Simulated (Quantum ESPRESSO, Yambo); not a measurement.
# BaS (Fm-3m): G0W0 with Yambo, start to end, part 2 of 3

Wanted: ground state, empty states, screening and self-energy for BaS (Fm-3m).

Quantum ESPRESSO 7.5 and Yambo 5.3.0; PBE and many-body steps on it, plane waves. Known limits of the many-body steps: not at the basis limit.

So far. Step 2 (Ground state): The gap is indirect, with the least direct gap 0.09 eV higher. Step 3 (Bands along the symmetry lines): The gap is 2.099 eV, as in the run before at this level.

## 4. Empty states on the mesh, 4×4×4 mesh, 310 bands

Level of this step: DFT, PBE with spin-orbit coupling, plane waves, norm-conserving pseudopotentials (Quantum ESPRESSO).

The sums over transitions need many empty states on a uniform mesh; this step solves for them.

pw.in

```
&control
  calculation = 'nscf'
  prefix = 'x'
  outdir = 'o'
  pseudo_dir = 'pseudo'
/
&system
  ibrav = 0
  nat = 2
  ntyp = 2
  ecutwfc = 40.0
  nbnd = 310
  force_symmorphic = .true.
  noncolin = .true.
  lspinorb = .true.
/
&electrons
  conv_thr = 1e-9
  electron_maxstep = 80
  diago_full_acc = .true.
  diago_thr_init = 5e-6
/
ATOMIC_SPECIES
  Ba 137.33 Ba.upf
  S 32.06 S.upf
CELL_PARAMETERS angstrom
  0.0000000000 3.1937500000 3.1937500000
  3.1937500000 0.0000000000 3.1937500000
  3.1937500000 3.1937500000 0.0000000000
ATOMIC_POSITIONS crystal
  Ba 0.0000000000 0.0000000000 0.0000000000
  S 0.5000000000 0.5000000000 0.5000000000
K_POINTS automatic
  4 4 4 0 0 0
```

Run with:

```bash
$ OMP_NUM_THREADS=1 mpirun -n 4 pw.x -nk 4 -in pw.in > pw.out
```

What it wrote:

```text
[banner, memory and clock lines left out]
Program PWSCF v.7.5 starts

     Atomic positions and unit cell read from directory:
     o/x.save/

     Message from routine setup:
     using ibrav=0 with symmetry is DISCOURAGED, use correct ibrav instead

     G-vector sticks info

     bravais-lattice index     =            0
     lattice parameter (alat)  =       8.5352  a.u.
     unit-cell volume          =     439.6725 (a.u.)^3
     number of atoms/cell      =            2
     number of atomic types    =            2
     number of electrons       =        16.00
     number of Kohn-Sham states=          310
     kinetic-energy cutoff     =      40.0000  Ry
     charge density cutoff     =     160.0000  Ry
     Exchange-correlation= PBE
                           (   1   4   3   4   0   0   0)
     Non magnetic calculation with spin-orbit

     celldm(1)=   8.535221  celldm(2)=   0.000000  celldm(3)=   0.000000
     celldm(4)=   0.000000  celldm(5)=   0.000000  celldm(6)=   0.000000

     crystal axes: (cart. coord. in units of alat)
               a(1) = (   0.000000   0.707107   0.707107 )
               a(2) = (   0.707107   0.000000   0.707107 )
               a(3) = (   0.707107   0.707107   0.000000 )

     reciprocal axes: (cart. coord. in units 2 pi/alat)
               b(1) = ( -0.707107  0.707107  0.707107 )
               b(2) = (  0.707107 -0.707107  0.707107 )
               b(3) = (  0.707107  0.707107 -0.707107 )
     Pseudo is Norm-conserving + core correction, Zval = 10.0
     Generated using ONCVPSP code by D. R. Hamann
     Using radial grid of 1958 points, 10 beta functions with:
     Pseudo is Norm-conserving + core correction, Zval =  6.0
     Generated using ONCVPSP code by D. R. Hamann
     Using radial grid of 1146 points, 10 beta functions with:
     Ba               10.00   137.33000     Ba( 1.00)
     S                 6.00    32.06000     S ( 1.00)

     48 Sym. Ops., with inversion, found

   Cartesian axes

     site n.     atom                  positions (alat units)
         1        Ba     tau(   1) = (   0.0000000   0.0000000   0.0000000  )
         2        S      tau(   2) = (   0.7071068   0.7071068   0.7071068  )

     number of k points=     8
                       cart. coord. in units 2pi/alat
        k(    1) = (   0.0000000   0.0000000   0.0000000), wk =   0.0156250
        k(    2) = (   0.1767767   0.1767767  -0.1767767), wk =   0.1250000
        k(    3) = (  -0.3535534  -0.3535534   0.3535534), wk =   0.0625000
[...]
k(    7) = (  -0.7071068   0.0000000   0.0000000), wk =   0.0468750
        k(    8) = (  -0.7071068   0.3535534   0.0000000), wk =   0.0937500

     Dense  grid:    15065 G-vectors     FFT dimensions: (  36,  36,  36)

     The potential is recalculated from file :
     o/x.save/charge-density

     Starting wfcs are   18 randomized atomic wfcs +  292 random wfcs

     Band Structure Calculation

     End of band structure calculation

          k = 0.0000 0.0000 0.0000 (  1893 PWs)   bands (ev):

   -20.1134 -20.1134  -6.6152  -6.6152  -4.5575  -4.5575  -4.5575  -4.5575
    -4.4361  -4.4361   5.8017   5.8017   5.9427   5.9427   5.9427   5.9427
     9.5251   9.5251   9.7797   9.7797   9.7797   9.7797   9.8464   9.8464
[...]
[... 27 further rows ...]
[...]
94.6699  94.6699  95.4368  95.4368  95.8357  95.8357

          k = 0.1768 0.1768-0.1768 (  1886 PWs)   bands (ev):

[...]
[... 27 further rows ...]
[...]
95.2322  95.2322  95.3707  95.3707  96.8568  96.8568

          k =-0.3536-0.3536 0.3536 (  1892 PWs)   bands (ev):

[...]
33.3100  33.3100  35.9855  35.9855  36.0749  36.0749  36.9197  36.9197
     [... 27 further rows ...]
    94.0488  94.0488  94.0852  94.0852  95.5747  95.5747  95.5944  95.5944
    95.7118  95.7118  96.3000  96.3000  96.7515  96.7515

          k = 0.3536 0.0000 0.0000 (  1876 PWs)   bands (ev):

     [... further k-points ...]

     highest occupied, lowest unoccupied level (ev):     5.9427    8.0420

     XML data file, pseudopotentials, collected wavefunctions
```

Run time: 31 s. Hardware: 4 MPI ranks of Arm Neoverse V2, shared host; peak memory 0.63 GiB.

This step gave:

| Item | Value |
| --- | --- |
| gap | 2.099 eV |
| k of the valence top | 0, 0, 0 |
| k of the conduction bottom | 0, -0.5, -0.5 |
| least direct gap | 2.189 eV |
| k points computed | 8 |
| lowest point of the top converged band, above the valence top | 89.8930 eV |

On this mesh the gap is 2.099 eV.

## 5. Conversion and set-up

This step: Yambo 5.3.0; conversion and set-up on PBE with spin-orbit coupling, plane waves, norm-conserving pseudopotentials.

The states are converted to the many-body program's format and the q mesh is built.

Run with:

```bash
$ (cd o/x.save; p2y > p2y.log; mv SAVE ../..); yambo > setup.log
```

What it wrote:

```text
 Yambo, version 5.3.0

 [02] CORE Variables Setup
 =========================

  [02.01] Unit cells
  ==================

  Cell kind             :  FCC
  Atoms in the cell     :  Ba  S
  number of Ba atoms    :  1
  number of S  atoms    :  1

  List of atomic masses
  Mass of Ba    :  137.3300
  Mass of S     :  32.06000

  List of atomic coordinates    : [cc]
  Ba1       :  0.000000  0.000000  0.000000  order 1
  S1       :  6.035313  6.035313  6.035313  order 2

  Alat factors          :  6.035313  6.035313  6.035313 [a.u.]
  Direct lattice volume :  439.6725 [a.u.]
  Direct lattice vectors:  A[ 1 ]  A[ 2 ]  A[ 3 ]
   A[ 1 ]:  0.000000  1.000000  1.000000  [iru]
   0.000000  6.035313  6.035313  [cc]
   A[ 2 ]:  1.000000  0.000000  1.000000  [iru]
   6.035313  0.000000  6.035313  [cc]
   A[ 3 ]:  1.000000  1.000000  0.000000  [iru]
   6.035313  6.035313  0.000000  [cc]

  Recip. lattice volume :  0.564170 [a.u.]
  Recip. lattice vectors:  B[ 1 ]  B[ 2 ]  B[ 3 ]
   B[ 1 ]: -0.500000  0.500000  0.500000  [iku]
  -0.520535  0.520535  0.520535  [cc]
   B[ 2 ]:  0.500000 -0.500000  0.500000  [iku]
   0.520535 -0.520535  0.520535  [cc]
   B[ 3 ]:  0.500000  0.500000 -0.500000  [iku]
   0.520535  0.520535 -0.520535  [cc]

  [02.02] Symmetries
  ==================

  Inversion symmetry    : yes
  Spatial inversion     : yes
  Inversion index       :  25
  K-space Time-reversal : no
  Magnetic symmetries   : no
  Group table correct   : yes
  Symmetries units      :  [cc]

   [S  1]:   1.0000      0.42301E-17  0.42301E-17  0.42301E-17   1.0000     -0.42301E-17 -0.42301E-17 -0.42301E-17   1.0000
   [S  2]:  -1.0000     -0.42301E-17  0.42301E-17 -0.42301E-17  -1.0000     -0.42301E-17  0.42301E-17  0.42301E-17   1.0000
   [S  3]:  -1.0000      0.42301E-17 -0.42301E-17 -0.42301E-17   1.0000      0.42301E-17  0.42301E-17 -0.42301E-17  -1.0000
[...]
[... 36 further rows ...]
   [S 47]:  0.42301E-17   1.0000     -0.42301E-17 -0.42301E-17  0.42301E-17  -1.0000       1.0000     -0.42301E-17  0.42301E-17
   [S 48]:  0.42301E-17  -1.0000      0.42301E-17 -0.42301E-17 -0.42301E-17   1.0000       1.0000      0.42301E-17 -0.42301E-17

  [02.03] Reciprocal space
  ========================

  nG shells         :  199
  nG charge         :  15065
  nG WFs            :  2413
  nC WFs            :  1893
  G-vecs. in first 19 shells:  [ Number ]
     1    9   15   27   51   59   65   89  113
    137   169   181   229   259   283   307   331   339
    387
  ...
  Shell energy in first 19 shells:  [ mHa ]
    0.00000      406.435      541.914      1083.83      1490.26      1625.74      2167.66      2574.09      2709.57
    3251.48      3657.92      4335.31      4741.75      4877.22      5419.14      5825.57      5961.05      6502.97
    6909.40
  ...

  [02.04] K-grid lattice
  ======================

  Compatible Grid is   : 3D
[...]
K/Q-points units:
  rlu = crystal or reduced units; cc = cartesian coordinates; iku = interal k-units

  K [1]          [rlu]:  0.000000  0.000000  0.000000
         WF components:  1893
  K [2]          [rlu]:  0.74313E-17  0.74313E-17  0.25000
         WF components:  1886
  K [3]          [rlu]: -0.14863E-16 -0.14863E-16 -0.50000
         WF components:  1892
  K [4]          [rlu]:  0.74488E-17  0.25000      0.25000
         WF components:  1876
  K [5]          [rlu]:  0.54615E-17  0.25000     -0.50000
         WF components:  1872
  [... 2 further k-points ...]
  K [8]          [rlu]:  0.250000 -0.500000 -0.250000
         WF components:  1888

  [02.05] Energies & Occupations
  ==============================

  [X] === General ===
  [X] Electronic Temperature                        :  0.000000  0.000000 [eV K]
  [X] Bosonic    Temperature                        :  0.000000  0.000000 [eV K]
  [X] Finite Temperature mode                       : no
  [X] El. density                                   :  0.24558E+24 [cm-3]
  [X] Fermi Level                                   :  5.942697 [eV]

  [X] === Gaps and Widths ===
  [X] Conduction Band Min                           :  2.099342 [eV]
  [X] Valence Band Max                              :  0.000000 [eV]
  [X] Filled Bands                                  :  16
  [X] Empty Bands                                   :   17  310
  [X] Direct Gap                                    :  2.188624 [eV]
  [X] Direct Gap localized at k                     :   7
  [X] Indirect Gap                                  :  2.099342 [eV]
  [X] Indirect Gap between kpts                     :   1   7
  [X] Last valence band width                       :  1.088787 [eV]
  [X] 1st conduction band width                     :  3.430294 [eV]

  E @ K [1]:  [eV]
  -26.05607 -26.05607 -12.55788 -12.55788 -10.50018 -10.50018 -10.50018 -10.50018
   -10.379      -10.379     -0.14097     -0.14097     -0.10771E-08 -0.10609E-08 -0.17306E-09   0.0000
   3.582354  3.582354  3.836973  3.836973  3.836973  3.836973  3.903713  3.903713
[...]
occ @ K [1]
[...]
E @ K [2]:  [eV]
[...]
occ @ K [2]
[...]
E @ K [3]:  [eV]
[...]
occ @ K [3]
[...]
E @ K [4]:  [eV]
[...]
occ @ K [4]
[...]
E @ K [5]:  [eV]
[...]
occ @ K [5]
[...]
[... 2 further k-points ...]
  E @ K [8]:  [eV]
[...]
occ @ K [8]
[...]
0.000000  0.000000  0.000000  0.000000  0.000000  0.000000  0.000000  0.000000
   0.000000  0.000000  0.000000  0.000000  0.000000  0.000000  0.000000  0.000000

 [03] Transferred momenta grid and indexing
 ==========================================

 IBZ Q-points                                      :   8
 BZ  Q-points                                      :   64

 K/Q-points units:
 rlu = crystal or reduced units; cc = cartesian coordinates; iku = interal k-units

 Q [1]          [rlu]:  0.000000  0.000000  0.000000
 Q [2]          [rlu]:  0.74313E-17  0.74313E-17  0.25000
 Q [3]          [rlu]: -0.14863E-16 -0.14863E-16 -0.50000
[...]
Q [7]          [rlu]: -0.14898E-16 -0.50000     -0.50000
 Q [8]          [rlu]:  0.250000 -0.500000 -0.250000

  [03.01] X indexes
  =================

   [03.01.01] Sigma indexes
   ========================

 [06] Game Over & Game summary
```

Wall time 2.3 s (1 MPI rank); peak memory 0.24 GiB.

(Continued in part 3 of 3.)

[Paths, hosts, dates, memory and timing lines, banners, echoed tables and standing remarks are left out of the program output.]

[Logs are printed without paths, hosts, clocks, repeated set-up lines and the standing remarks that a program may print on its own settings, such as how far it seeks lower states.]

[Runs of the session that timed out or met a known fault of the program may be left out.]

[Hosts, paths, dates, database ids (printed as entryN), source tags and the programs' standing remarks are cut or masked in the printed files.]
